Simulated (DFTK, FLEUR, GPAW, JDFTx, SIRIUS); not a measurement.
## Equation of state of Al under LDA

```cif
data_structure
_symmetry_space_group_name_H-M 'Fm-3m'
_symmetry_Int_Tables_number 225
_cell_length_a 4.0496
_cell_length_b 4.0496
_cell_length_c 4.0496
_cell_angle_alpha 90.000
_cell_angle_beta 90.000
_cell_angle_gamma 90.000
_cell_volume 66.41
loop_
_atom_site_label
_atom_site_type_symbol
_atom_site_symmetry_multiplicity
_atom_site_Wyckoff_symbol
_atom_site_fract_x
_atom_site_fract_y
_atom_site_fract_z
_atom_site_occupancy
Al1 Al 4 a 0.00000 0.00000 0.00000 1
```

The cell was scaled at fixed shape and fractions and run with SIRIUS, all-electron FP-LAPW (Koelling-Harmon valence), apw+lo standard; LDA, k mesh 11 × 11 × 11 on the cell of 1 atom, gaussian occupations of 0.05 eV, no spin polarisation, no spin-orbit coupling. Energies are those that the program minimises, any entropy of the smearing included. For a metal such a mesh isn't converged to the digits shown.

```csv
V (Å³/atom),energy over the lowest row (meV/atom)
15.6066,1.05
15.9386,0.00
16.2707,2.46
16.6027,8.09
16.9348,16.59
17.2668,?
17.5989,40.78
```

Fit the third-order Birch-Murnaghan form, give V0, B0 and B′, and predict the energy left open.

With y = (V0/V)^(2/3), E = E0 + (9 V0 B0/16) [(y - 1)³ B′ + (y - 1)² (6 - 4y)]. Least squares through the rows shown give V0 = 15.8672 Å³/atom, E0 = -0.10 meV, B0 = 83.78 GPa (1 eV/Å³ = 160.218 GPa) and B′ = 4.49, with a largest miss of 0.02 meV. At V = 17.2668 the form with these constants gives 27.55 meV; the run gave 27.55 meV an atom. Other set-ups at this level, from all their volumes (Å³/atom, GPa): DFTK, PseudoDojo SR LDA 0.4.1 stringent (LDA): V0 15.774, B0 85.17; FLEUR, all-electron, FLAPW: V0 15.817, B0 85.38; GPAW, the program's PAW data sets (release 1.2.1) made for this functional: V0 15.863, B0 85.72; JDFTx, PseudoDojo-SR-LDA-0.4.1-standard: V0 15.775, B0 85.17. Measured volume: 16.6 Å³/atom at 298.15 K (COD entry, doi:10.1063/1.1698520), so the fit lies -4.4 % from it. Measured modulus: 76.9 GPa (pmc:3831299, doi:10.1107/S0021889813023728), so the fit lies +8.9 % from it. The runs are for a static lattice.

LDA makes aluminium too compact and too stiff, the usual overbinding. The local functional undervalues the exchange-correlation energy gained where the density is inhomogeneous, so it favours the more uniform density of a compressed metal. The other set-ups also give volumes well below the measured one, and their spread is small beside that gap, which points to the functional rather than to the basis or core treatment. Zero-point motion and thermal expansion, which enlarge and soften the real crystal, probably account for part of both deviations.

The excess stiffness follows largely from the short equilibrium spacing. With B′ at 4.49 the modulus falls quickly on expansion, and at the measured volume the fitted curve would be softer than experiment, not harder.

The match at 27.55 meV shows that the curve is smooth between neighbouring points, but it doesn't test the functional. Since only one volume lies below the fitted minimum, B′ rests mainly on the expanded side, and behaviour under strong compression remains untested.
